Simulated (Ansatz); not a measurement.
³³S NMR of the central transition in GeS

Cell: an entry of the Crystallography Open Database (COD), taken as it stands.

```
CELL_PARAMETERS angstrom
10.47000 0.00000 0.00000
0.00000 3.64100 0.00000
0.00000 0.00000 4.29700
ATOMIC_POSITIONS crystal
Ge 0.62200 0.25000 0.37300
Ge 0.87800 0.75000 0.87300
Ge 0.12200 0.25000 0.12700
Ge 0.37800 0.75000 0.62700
S 0.84910 0.25000 0.50110
S 0.65090 0.75000 0.00110
S 0.34910 0.25000 0.99890
S 0.15090 0.75000 0.49890
```

Atoms are numbered from 1 in the order listed; like atoms form one site, named after its first atom.

Method: Kohn–Sham DFT in Ansatz, PBE, plane waves and PAW, scalar-relativistic, 420 eV cutoff, Γ-centred 5×12×10 k-points, Fermi–Dirac smearing 0.02 eV.

³³S has I = 3/2 and Q = -69.40 mb (Pyykkö 2018); at 23.5 T its Larmor frequency is ν₀ = 76.9 MHz. Only the quadrupole interaction is simulated: positions count from each site's isotropic chemical shift, and shift anisotropy, dipolar and J coupling are left out.

Q: Simulate the second-order pattern (static powder, Gaussian broadening 6 kHz) of site S (3 Ge at 2.44 Å; also 3 Ge at 3.27–3.28 Å).

A: The calculation gives C_Q = 9.10 MHz and η = 0.03, so ν_Q = 4.55 MHz and the centre of gravity lies at -350 ppm (-26.9 kHz).

```tsv
offset (kHz)	height
-101.7	0
-97.6	3
-93.4	34
-89.2	95
-85.0	100
-80.9	71
-76.7	57
-72.5	49
-68.4	45
-64.2	41
-60.0	39
-55.9	37
-51.7	35
-47.5	34
-43.4	33
-39.2	32
-35.0	31
-30.9	31
-26.7	30
-22.5	30
-18.3	30
-14.2	30
-10.0	30
-5.8	30
-1.7	28
2.5	24
6.7	24
10.8	24
15.0	25
19.2	27
23.3	28
27.5	30
31.7	33
35.8	38
40.0	45
44.2	61
48.4	82
52.5	40
56.7	4
60.9	0
```

At S V_zz stands upright on the plane through its three neighbours (within 11°).
